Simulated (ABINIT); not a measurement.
Runs of ABINIT 10.8.3 (patched build) on ZnS (Wurtzite-4H). It takes space group P6_3mc (No. 186, hexagonal). The conventional cell has a = 3.823 Å, b = 3.823 Å, c = 12.520 Å, α = 90.00°, β = 90.00°, γ = 120.00°. Around Zn (site symmetry 3m) lie 4 S at 2.34 to 2.35 Å. Zn (site symmetry 3m) is surrounded by 4 S at 2.34 to 2.35 Å. S (site symmetry 3m) has 4 Zn at 2.34 to 2.35 Å as nearest neighbours. S (site symmetry 3m) has 4 Zn at 2.34 to 2.35 Å as nearest neighbours. 

```csv
task,level,potentials or basis,k mesh,cutoff (eV),fine-grid cutoff,gap on the mesh (eV),largest force (eV/Å)
band structure,r2SCAN,JTH PAW PBE v2.0,7 × 7 × 3,707,1306.15 eV,(a),0.04
single point,PBE,JTH PAW PBE v2.0,5 × 5 × 2,544,1088.46 eV,2.11,0.05
single point,LDA,JTH PAW LDA v2.0,5 × 5 × 2,544,1088.46 eV,1.86,0.04
band structure,PBE,JTH PAW PBE v2.0,8 × 8 × 3,599,1197.3 eV,2.12,0.04
single point,LDA,JTH PAW LDA v2.0,6 × 6 × 2,544,1088.46 eV,1.86,0.04
```

Alike in all rows: no spin polarisation; cell as given; smearing fermi-dirac 0.05 eV.

**Question.** Fill in the values left out.

**Answer.** (a) 2.67.

Caveats: an odd mesh through Γ misses points on the zone boundary, where band edges often lie (some runs); the PAW data sets were made with another functional, which shifts forces and pressure a little (some runs).

Not every run made on this cell is shown here.
